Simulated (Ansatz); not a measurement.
## Si in Ansatz: the effect of functional

Si:

```xyz
4
Lattice="3.8567 0.0000 0.0000 -1.9283 3.3400 0.0000 0.0000 0.0000 6.3746" Properties=species:S:1:pos:R:3 pbc="T T T"
Si    1.9283    1.1133    5.9729
Si    0.0000    2.2267    2.7856
Si    1.9283    1.1133    3.5889
Si    0.0000    2.2267    0.4017
```

This isn't the form of Si at room conditions, which is diamond.

The cell isn't the ideal one: volume scaled by 1.02.

Alike in all runs:

```yaml
Program: Ansatz 0.2.0
Task: single point
Potentials_or_basis: Ansatz PAW
k_mesh: 8 × 8 × 4
Occupations: fermi-dirac, width 0.05 eV
Spin: no spin polarisation
```

```tsv
functional	cutoff	gap on the mesh (eV)	pressure (GPa)	largest force (eV/Å)
PBEsol	420 eV (not typed: the program's choice for these potentials)	?	?	?
r2SCAN	500 eV (not typed: the program's choice for these potentials)	0.64	-1.7	0.01
LDA	420 eV (not typed: the program's choice for these potentials)	0.35	-3.7	0.02
```

What does the run with functional PBEsol give?

gap on the mesh 0.34 eV; pressure -2.2 GPa; largest force 0.02 eV/Å.

Caveats: the PAW data sets come from PBE, with cores solved anew for the run's functional, which leaves a small shift of forces and pressure.

A k mesh can miss the band edges.
